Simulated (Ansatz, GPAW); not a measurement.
This is a calculation of FeO (Wuestite) for GPAW 26.7.0 (ASE script). 

The input run.py:

```python
from ase.dft.bandgap import bandgap
from ase.io import read, write
from ase.units import Bohr, GPa
from gpaw import GPAW, PW
from gpaw.elf import elf_from_dft_calculation

atoms = read('POSCAR')
atoms.set_initial_magnetic_moments([3.0, 0.0])

calc = GPAW(mode=PW(800),
            xc='PBE',
            kpts={'size': (11, 11, 11), 'gamma': True},
            occupations={'name': 'methfessel-paxton', 'order': 0, 'width': 0.025},
            nbands=17,
            convergence={'density': 1e-05, 'energy': 1e-05},
            maxiter=150,
            txt='gpaw.txt')
atoms.calc = calc
energy = atoms.get_potential_energy()
forces = atoms.get_forces()
stress = atoms.get_stress()
calc.write('gs.gpw')
write('result.traj', atoms)
print(f'Energy: {energy:.6f} eV')
print('Forces (eV/A):')
print(forces.round(4))
print('Stress (GPa):', (stress / GPa).round(3))
print('Moments:', calc.get_magnetic_moments().round(3))
print('Fermi level:', round(calc.get_fermi_level(), 4), 'eV')
print(f'Gap: {bandgap(calc)[0]:.4f} eV, direct: {bandgap(calc, direct=True)[0]:.4f} eV')

# fields on the real-space grid
write('density.cube', atoms, data=calc.get_pseudo_density() * Bohr**3)
write('potential.cube', atoms, data=calc.get_electrostatic_potential())
write('spin.cube', atoms, data=(calc.get_pseudo_density(spin=0) - calc.get_pseudo_density(spin=1)) * Bohr**3)
write('elf.cube', atoms, data=elf_from_dft_calculation(calc).data)
```

Contents of POSCAR:

```
FeO
1.0
    0.0000000000      2.1554000000      2.1554000000
    2.1554000000      0.0000000000      2.1554000000
    2.1554000000      2.1554000000      0.0000000000
Fe O
1 1
Direct
    0.0000000000      0.0000000000      0.0000000000
    0.5000000000      0.5000000000      0.5000000000
```

Potentials or basis: GPAW PAW data sets (gpaw-data 1.2.1), pw.

The run is started by

```console
$ OMP_NUM_THREADS=1 python run.py
```

Problem. Set up the same calculation for Ansatz 0.2.0. Potentials or basis there: Ansatz PAW, cutoff 420 eV.

Solution. As run (cutoffs and basis follow the program's own potentials, and thresholds, step limits or extra output files can differ):

Contents of input.yaml:

```yaml
crystal:
  lattice:
    - [0.0, 2.1554, 2.1554]
    - [2.1554, 0.0, 2.1554]
    - [2.1554, 2.1554, 0.0]
  atoms:
    - { symbol: Fe, position: [0.0, 0.0, 0.0], spin: 3.0 }
    - { symbol: O, position: [0.5, 0.5, 0.5] }
hamiltonian:
  xc: pbe
  pseudopotentials: { kind: paw }
magnetization:
  spin_polarized: true
kpoints:
  mp_grid: { grid: [11, 11, 11] }
scf:
  occupations: { method: gaussian, width: 0.025 }
output:
  forces: true
  stress: true
  eigenvalues: true
```

Potentials or basis: Ansatz PAW.

Launch:

```bash
$ ansatz run input.yaml --threads 2 --pin off --max-ram 5632MiB --backend cpu --events-out ev --progress --plain --runs-dir out
```

Both were run:

|  | GPAW | Ansatz |
| --- | --- | --- |
| Pressure | 0.8 GPa | -0.3 GPa |
| Net moment | 4.00 μB per cell | 4.00 μB per cell |

Ansatz's pressure holds a Pulay term of +0.65 GPa for its cutoff of 420 eV, which the other run lacks.

The potentials hold 14 and 22 valence electrons a cell.

Where Ansatz's input types no cutoff or centring, it takes its own default and a Γ-centred mesh.

The magnetic state is the one that the start led to; the real crystal's order can differ.

Pressure is positive in compression.
